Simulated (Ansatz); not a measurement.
## P (bcc): energy against volume

Theory: DFT, revPBE, plane waves (420 eV) with PAW, scalar-relativistic (Ansatz). The PAW files were generated under PBE, with cores re-solved for the functional.

The cell is scaled uniformly from the relaxed one, with fractional coordinates and shape fixed. Energies are extrapolated to zero smearing, pressures are those at the given smearing. Magnetic state: spin not included.

A Birch-Murnaghan fit gives V₀ = 14.38 Å³/atom, B₀ = 94 GPa, B₀′ = 3.6.

(1) What are the energy above the minimum and the pressure at 13.218 Å³/atom?

(2) What are the energy above the minimum and the pressure at 13.793 Å³/atom?

(3) What are the energy above the minimum and the pressure at 14.943 Å³/atom?

Answers

(1) 31.0 meV/atom and 9.16 GPa as computed.

(2) 7.4 meV/atom and 4.17 GPa as computed.

(3) 6.1 meV/atom and -3.37 GPa as computed.
